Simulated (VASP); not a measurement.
# AlP (F-43m) in VASP: a series of runs

Runs on AlP. Level: PBE. Tasks: single point.

Program: VASP 6.6.1. These are calculated values, not measurements. Logs are shortened: lines on timing, memory, paths and dates and some standing lists are left out, and cuts for length are marked.

**Measured values to compare with.**

From a printed reference work, data compilation, for a bulk crystal of AlP at 4.2 K: band gap 2.505 eV (indirect).

How close the calculation comes is told below.

**1. The cell of the first run**

It takes space group F-43m (No. 216, cubic). The conventional cell has a = 5.340 Å, b = 5.340 Å, c = 5.340 Å, α = 90.00°, β = 90.00°, γ = 90.00°. Within 3.1 Å of P (site symmetry -43m) lie 4 Al at 2.31 Å. Within 3.1 Å of Al (site symmetry -43m) lie 4 P at 2.31 Å.

**2. Single point, PBE**

INCAR reads:

```
SYSTEM = AlP
ALGO = Normal
EDIFF = 1E-6
ENCUT = 500
GGA = PE
GGA_COMPAT = .FALSE.
ISIF = 2
ISMEAR = -1
LASPH = .TRUE.
LCHARG = .TRUE.
LELF = .TRUE.
LREAL = .FALSE.
LVHAR = .TRUE.
LWAVE = .FALSE.
NBANDS = 11
NELM = 120
PREC = Accurate
SIGMA = 0.02
```

KPOINTS reads:

```
k-points
0
G
  12 12 12
  0 0 0
```

POSCAR reads:

```
AlP
1.0
    0.0000000000      2.6698619393      2.6698619393
    2.6698619393      0.0000000000      2.6698619393
    2.6698619393      2.6698619393      0.0000000000
P Al
1 1
Direct
    0.7500000000      0.7500000000      0.7500000000
    0.0000000000      0.0000000000      0.0000000000
```

Potentials or basis: VASP PAW PBE potentials, release 64 (P, Al).

Run with:

```console
> cat potpaw_PBE.64/P/POTCAR potpaw_PBE.64/Al/POTCAR > POTCAR
> mpirun -np 1 vasp_std > vasp.out
```

OUTCAR:

```text
SYSTEM = AlP
   EDIFF = 1E-6
   ENCUT = 500
   GGA = PE
   ISIF = 2
   ISMEAR = -1
   LASPH = .TRUE.
   LREAL = .FALSE.
   NELM = 120
   PREC = Accurate

 ion  position               nearest neighbor table
   1  0.750  0.750  0.750-   2 2.31   2 2.31   2 2.31   2 2.31
   2  0.000  0.000  0.000-   1 2.31   1 2.31   1 2.31   1 2.31

  LATTYP: Found a face centered cubic cell.
 ALAT       =     5.3397238786

  Lattice vectors:

 A1 = (   0.0000000000,   2.6698619393,   2.6698619393)
 A2 = (   2.6698619393,   0.0000000000,   2.6698619393)
 A3 = (   2.6698619393,   2.6698619393,   0.0000000000)

Analysis of symmetry for initial positions (statically):
=====================================================================
 Subroutine PRICEL returns:
 Original cell was already a primitive cell.

 Routine SETGRP: Setting up the symmetry group for a
 face centered cubic supercell.

 Subroutine GETGRP returns: Found 24 space group operations
 (whereof 24 operations were pure point group operations)
 out of a pool of 48 trial point group operations.

The static configuration has the point symmetry T_d .

Analysis of symmetry for dynamics (positions and initial velocities):
=====================================================================
 Subroutine PRICEL returns:
 Original cell was already a primitive cell.

 Routine SETGRP: Setting up the symmetry group for a
 face centered cubic supercell.

 Subroutine GETGRP returns: Found 24 space group operations
 (whereof 24 operations were pure point group operations)
 out of a pool of 48 trial point group operations.

The dynamic configuration has the point symmetry T_d .

 Subroutine INISYM returns: Found 24 space group operations
 (whereof 24 operations are pure point group operations),
 and found     1 'primitive' translations

----------------------------------------------------------------------------------------

                                     Primitive cell

  volume of cell :      38.0624

  direct lattice vectors                    reciprocal lattice vectors
     0.000000000  2.669861939  2.669861939    -0.187275601  0.187275601  0.187275601
     2.669861939  0.000000000  2.669861939     0.187275601 -0.187275601  0.187275601
     2.669861939  2.669861939  0.000000000     0.187275601  0.187275601 -0.187275601

  length of vectors
     3.775754964  3.775754964  3.775754964     0.324370856  0.324370856  0.324370856

  position of ions in fractional coordinates (direct lattice)
     0.750000000  0.750000000  0.750000000
     0.000000000  0.000000000  0.000000000

[... 79 lines left out ...]
   NSW    =      0    number of steps for IOM
   IBRION =     -1    ionic relax: 0-MD 1-quasi-New 2-CG
   NFREE  =      0    steps in history (QN), initial steepest desc. (CG)
   ISIF   =      2    stress and relaxation
   ISYM   =      2    0-nonsym 1-usesym 2-fastsym
   POTIM  = 0.5000    time-step for ionic-motion
   TEBEG  =    0.0;   TEEND  =   0.0 temperature during run
   PSTRESS=    0.0 pullay stress
   NELECT =       8.0000    total number of electrons
   NUPDOWN=      -1.0000    fix difference up-down
   EMIN   =  10.00;   EMAX   =-10.00  energy-range for DOS
   EFERMI =   0.00;   METHOD = LEGACY
   ISMEAR =    -1;   SIGMA  =   0.02  broadening in eV -4-tet -1-fermi 0-gaus
   EFERMI_NEDOS =   21; number of points for ismear=-14 and -15
   IALGO  =     38    algorithm
   IMIX   =      4    mixing-type and parameters
     AMIX     =   0.40;   BMIX     =  1.00
     AMIX_MAG =   1.60;   BMIX_MAG =  1.00
  volume/ion in A,a.u.               =      19.03       128.43
  Fermi-wavevector in a.u.,A,eV,Ry     =   0.973358  1.839380 12.890516  0.947426
  Thomas-Fermi vector in A             =   2.103731
   LORBIT       =      0    0 simple, 1 ext, 2 COOP (PROOUT), +10 PAW based schemes
   GGA     = PE    functional components
   LHFCALC =     F    Hartree Fock is set to
   AEXX    =    0.0000 exact exchange contribution
   IVDW    =     0    specifies the selected vdW correction
   LEPSILON=     F    determine dielectric tensor
   LRPA    =     F    only Hartree local field effects (RPA)
 non-spin polarized calculation
  energy-cutoff  :      500.00
  volume of cell :       38.06
 maximum number of plane-waves:       982
   NGX = 13   NGY = 13   NGZ = 13

 number of electron       7.9999999 magnetization

 Free energy of the ion-electron system (eV)
  ---------------------------------------------------
  ext. energy  EPLUGINS =         0.00000000
  ---------------------------------------------------
  free energy    TOTEN  =       -10.28037305 eV

  energy without entropy =      -10.28037305  energy(sigma->0) =      -10.28037305

 E-fermi :   5.6038     XC(G=0):  -9.4716

 val. band max:        5.2113521859   @ k =   0.0000   0.0000   0.0000
 cond. band min:       6.6499043712   @ k =   0.5000   0.5000   0.0000
 fundamental gap:      1.4385521853
 Fermi energy:         5.6037722065

 k-point     1 :       0.0000    0.0000    0.0000
  band No.  band energies     occupation
      1      -6.6911      2.00000
      2       5.2114      2.00000
      3       5.2114      2.00000
      4       5.2114      2.00000
      5       9.0979      0.00000
      6       9.8651      0.00000
      7       9.8651      0.00000
      8       9.8651      0.00000
      9      14.1197      0.00000
     10      14.1197      0.00000
     11      15.9853      0.00000
[... 309 lines left out ...]
 k-point    24 :      -0.4167    0.1667    0.0000
  band No.  band energies     occupation
      1      -4.6527      2.00000
      2      -0.3283      2.00000
      3       2.8996      2.00000
      4       4.0954      2.00000
      5       8.7571      0.00000
      6      10.4328      0.00000
      7      11.0254      0.00000
      8      13.8483      0.00000
      9      15.3606      0.00000
     10      15.6841      0.00000
     11      17.7731      0.00000

 [... further k-points ...]
[... 5 lines left out ...]
  --------------------------------------------------------------------------------------
  -------------------------------------------------------------------------------------
  Total        2.1812803      2.1812803      2.1812803      0.0000000      0.0000000      0.0000000
  in kB       91.8175404     91.8175404     91.8175404      0.0000000      0.0000000      0.0000000
  external PRESSURE =      91.8175404 kB  Pullay stress =       0.0000000 kB

 VOLUME and BASIS-vectors are now :
 -----------------------------------------------------------------------------
  energy-cutoff  :      500.00
  volume of cell :       38.06
      direct lattice vectors                 reciprocal lattice vectors
     0.000000000  2.669861939  2.669861939    -0.187275601  0.187275601  0.187275601
     2.669861939  0.000000000  2.669861939     0.187275601 -0.187275601  0.187275601
     2.669861939  2.669861939  0.000000000     0.187275601  0.187275601 -0.187275601

 POSITION                                       TOTAL-FORCE (eV/Angst)
 -----------------------------------------------------------------------------------
      4.00479      4.00479      4.00479        -0.000000     -0.000000     -0.000000
      0.00000      0.00000      0.00000         0.000000      0.000000      0.000000
 -----------------------------------------------------------------------------------
    total drift:                               -0.000000     -0.000000     -0.000000

  FREE ENERGIE OF THE ION-ELECTRON SYSTEM (eV)
  ---------------------------------------------------
  free  energy   TOTEN  =       -10.2803730542 eV

  energy  without entropy=      -10.2803730542  energy(sigma->0) =      -10.28037305
```

OSZICAR:

```text
N       E                     dE             d eps       ncg     rms          rms(c)
DAV:   1     0.116989486012E+02    0.11699E+02   -0.30664E+03  1600   0.536E+02
DAV:   2    -0.980377288830E+01   -0.21503E+02   -0.20458E+02  2038   0.910E+01
DAV:   3    -0.106502079012E+02   -0.84644E+00   -0.84509E+00  2006   0.173E+01
DAV:   4    -0.106568540024E+02   -0.66461E-02   -0.66455E-02  1907   0.185E+00
DAV:   5    -0.106569737864E+02   -0.11978E-03   -0.11978E-03  1975   0.233E-01    0.482E+00
DAV:   6    -0.103321756431E+02    0.32480E+00   -0.58999E-01  1814   0.294E+00    0.312E+00
DAV:   7    -0.102800300938E+02    0.52146E-01   -0.24252E-01  1902   0.203E+00    0.153E+00
DAV:   8    -0.102803327099E+02   -0.30262E-03   -0.15839E-02  1840   0.627E-01    0.211E-01
DAV:   9    -0.102802424457E+02    0.90264E-04   -0.72266E-04  1891   0.151E-01    0.797E-02
DAV:  10    -0.102803678614E+02   -0.12542E-03   -0.17893E-04  1815   0.726E-02    0.867E-03
DAV:  11    -0.102803725417E+02   -0.46802E-05   -0.20489E-05  1983   0.218E-02    0.144E-02
DAV:  12    -0.102803730542E+02   -0.51257E-06   -0.17206E-06  1805   0.683E-03
   1 F= -.10280373E+02 E0= -.10280373E+02  d E =-.641686E-11
```

stdout:

```text
POSCAR found type information on POSCAR P Al
 POSCAR found :  2 types and       2 ions
 scaLAPACK will be used
 LDA part: xc-table for (Slater+PW92), standard interpolation
 POSCAR, INCAR and KPOINTS ok, starting setup
 FFT: planning ... GRIDC
 FFT: planning ... GRID_SOFT
 FFT: planning ... GRID
 WAVECAR not read
 entering main loop
```

Run time: 23 s. Hardware: 1 thread of Intel Xeon 8259CL, shared host; peak memory 0.17 GiB.

What came out:

* Free energy: -10.2804 eV
* Pressure: 9.2 GPa
* Band gap on the k mesh: 1.44 eV (least direct gap 3.68 eV)

Caveat: the cell stands under pressure.

**3. Single point, PBE**

This run uses another cell than the first one, of 19.64 Å³/atom.

INCAR reads:

```
SYSTEM = AlP
PREC = Accurate
ENCUT = 500
EDIFF = 1E-6
ISMEAR = -1
SIGMA = 0.02
LREAL = .False.
LASPH = .True.
NELM = 120
ALGO = Normal
ISIF = 2
LWAVE = .False.
LCHARG = .True.
GGA = PE
LELF = .True.
LVHAR = .True.
NBANDS = 11
GGA_COMPAT = .False.
```

KPOINTS reads:

```
Automatic mesh
0
Gamma
  12 12 12
  0 0 0
```

POSCAR reads:

```
AlP
1.0
    0.0000000000      2.6979678146      2.6979678146
    2.6979678146      0.0000000000      2.6979678146
    2.6979678146      2.6979678146      0.0000000000
P Al
1 1
Direct
    0.7500000000      0.7500000000      0.7500000000
    0.0000000000      0.0000000000      0.0000000000
```

Potentials or basis: VASP PAW PBE potentials, release 64 (P, Al).

Run with:

```console
> cat potpaw_PBE.64/P/POTCAR potpaw_PBE.64/Al/POTCAR > POTCAR
> mpirun -np 1 vasp_std > vasp.out
```

Run time: 22 s. Hardware: 1 thread of Intel Xeon 8259CL, shared host; peak memory 0.16 GiB.

Results (log left out):

```yaml
Free_energy: -10.3364 eV
Pressure: 5.7 GPa
Band_gap_on_the_k_mesh: 1.51 eV (least direct gap 3.61 eV)
```

Levels at points of the mesh, in eV from the valence-band top:
```csv
k point,band 2,band 3,band 4,band 5,band 6,band 7
"(0.00, 0.00, 0.00)",0.00,0.00,0.00,3.61,4.61,4.61
"(0.50, 0.00, 0.00)",-5.69,-0.78,-0.78,2.95,4.83,4.83
"(0.50, 0.50, 0.00)",-5.43,-2.18,-2.18,1.51,2.45,11.38
```

Caveat: the cell stands under pressure.

**4. Single point, PBE**

This run uses another cell than the first one, of 20.25 Å³/atom.

Changes to INCAR since step 3:

```diff
@@ -12,6 +12,4 @@
 LWAVE = .False.
-LCHARG = .True.
+LCHARG = .False.
 GGA = PE
-LELF = .True.
-LVHAR = .True.
 NBANDS = 11
```

KPOINTS is that of step 3.

POSCAR reads:

```
AlP
1.0
    0.0000000000      2.7255000000      2.7255000000
    2.7255000000      0.0000000000      2.7255000000
    2.7255000000      2.7255000000      0.0000000000
P Al
1 1
Direct
    0.7500000000      0.7500000000      0.7500000000
    0.0000000000      0.0000000000      0.0000000000
```

Run with:

```console
> cat potpaw_PBE.64/P/POTCAR potpaw_PBE.64/Al/POTCAR > POTCAR
> mpirun -np 1 vasp_std > vasp.out
```

Wall time 22 s (1 thread of Intel Xeon 8259CL, shared host); peak memory 0.17 GiB.

The run converged. Its results:

- Free energy: -10.3677 eV
- Pressure: 2.6 GPa
- Band gap on the k mesh: 1.57 eV (least direct gap 3.35 eV)

Levels at points of the mesh, in eV from the valence-band top:
| k point | band 1 | band 2 | band 3 | band 4 | band 5 | band 6 | band 7 | band 8 |
| --- | --- | --- | --- | --- | --- | --- | --- | --- |
| (0.00, 0.00, 0.00) | -11.53 | 0.00 | 0.00 | 0.00 | 3.35 | 4.57 | 4.57 | 4.57 |
| (0.50, 0.00, 0.00) | -9.84 | -5.55 | -0.77 | -0.77 | 2.83 | 4.82 | 4.82 | 8.29 |
| (0.50, 0.50, 0.00) | -9.17 | -5.32 | -2.11 | -2.11 | 1.57 | 2.47 | 11.12 | 11.12 |

**5. Single point, PBE**

This run uses another cell than the first one, of 20.85 Å³/atom.

INCAR reads:

```
ALGO = Normal ; EDIFF = 1E-6
ENCUT = 500 ; GGA = PE
GGA_COMPAT = F ; ISIF = 2
ISMEAR = -1 ; LASPH = T
LCHARG = F ; LREAL = F
LWAVE = F ; NBANDS = 11
NELM = 120 ; PREC = Accurate
SIGMA = 0.02
```

KPOINTS reads:

```
k-points
0
Gamma
  12 12 12
```

POSCAR reads:

```
AlP
1.0
    0.0000000000      2.7524869036      2.7524869036
    2.7524869036      0.0000000000      2.7524869036
    2.7524869036      2.7524869036      0.0000000000
P Al
1 1
Direct
    0.7500000000      0.7500000000      0.7500000000
    0.0000000000      0.0000000000      0.0000000000
```

Run with:

```console
> cat potpaw_PBE.64/P/POTCAR potpaw_PBE.64/Al/POTCAR > POTCAR
> mpirun -np 1 vasp_std > vasp.out
```

It took 22 s on 1 thread of Intel Xeon 8259CL, shared host; peak memory 0.17 GiB.

Results (log left out):

```
Free energy            : -10.3777 eV
Pressure               : 0.0 GPa
Band gap on the k mesh : 1.63 eV (least direct gap 3.10 eV)
```

Levels at points of the mesh, in eV from the valence-band top:
```csv
k point,band 1,band 2,band 3,band 4,band 5,band 6,band 7,band 8,band 9
"(0.00, 0.00, 0.00)",-11.37,0.00,0.00,0.00,3.10,4.53,4.53,4.53,8.81
"(0.50, 0.00, 0.00)",-9.75,-5.42,-0.75,-0.75,2.72,4.81,4.81,8.21,11.45
"(0.50, 0.50, 0.00)",-9.11,-5.22,-2.05,-2.05,1.63,2.47,10.86,10.86,11.79
```

(Continued in part 2 of 2.)
